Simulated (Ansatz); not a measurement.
**WC: comparing deformations**

All numbers below come from Ansatz 0.2.0, DFT PBEsol, scalar-relativistic, plane waves, PAW. Cutoff 420 eV, Γ-centred 24×24×24 k-points, Gaussian smearing of 0.15 eV. Spin–orbit coupling is left out, which can shift energies with elements as heavy as these. No spin polarisation. Energies are free energies at this smearing, counted from the undisturbed cell; pressure is positive in compression.

Zero of the scan (relaxed at this level; this rock-salt form isn't the usual structure):

```xyz
2
Lattice="0.0000 2.1727 2.1727 2.1727 0.0000 2.1727 2.1727 2.1727 0.0000" Properties=species:S:1:pos:R:3 pbc="T T T"
W     0.0000    0.0000    0.0000
C     2.1727    2.1727    2.1727
```

The cell is strained by ε times a Voigt pattern (xx, yy, zz, yz, xz, xy; engineering shear) with fractional coordinates fixed. τ = (1/V0) dE/dε comes from the stress tensor. Of each scan, only the three points used here are listed.

```
           pattern        ε  τ (GPa)
(0, 1, 0, 0, 0, 0)  -0.0300   -28.97
(0, 1, 0, 0, 0, 0)   0.0000    -0.01
(0, 1, 0, 0, 0, 0)   0.0150    11.01
(1, 0, 0, 0, 0, 0)  -0.0200   -18.13
(1, 0, 0, 0, 0, 0)   0.0000    -0.01
(1, 0, 0, 0, 0, 0)   0.0100     7.56
(1, 1, 0, 0, 0, 0)  -0.0250   -56.65
(1, 1, 0, 0, 0, 0)   0.0000    -0.03
(1, 1, 0, 0, 0, 0)   0.0250    42.99
(0, 0, 1, 0, 0, 0)  -0.0250   -23.39
(0, 0, 1, 0, 0, 0)   0.0000    -0.01
(0, 0, 1, 0, 0, 0)   0.0250    17.22
```

Task: Which constants do the scans give, and which deformation costs least for the same size of strain tensor?

Result: The slope dτ/dε at zero (parabola through three points) is pᵀCp: (0, 1, 0, 0, 0, 0) gives C11 = 812 GPa; (1, 0, 0, 0, 0, 0) gives C11 = 807 GPa; (1, 1, 0, 0, 0, 0) gives 2(C11 + C12) = 1993 GPa; (0, 0, 1, 0, 0, 0) gives C11 = 812 GPa. The size of the strain tensor, ε:ε, is ε² times 1.0, 1.0, 2.0, 1.0. Per unit of it the stiffnesses are 812, 807, 996, 812 GPa, so (1, 0, 0, 0, 0, 0) is the softest of these, level with (0, 1, 0, 0, 0, 0) (alike by symmetry): at ε:ε = (1 %)² the quadratic term costs 2.58 meV/atom against 3.19 for the stiffest.

Task: What else follows for this cubic crystal?

Result: From the unrounded slopes C11 = 812.1 and C12 = 184.4 GPa, so B = (C11 + 2 C12)/3 = 394 GPa and the Poisson ratio for a pull along a cube edge is C12/(C11 + C12) = 0.19.

In a metal these slopes depend on the k mesh and the smearing.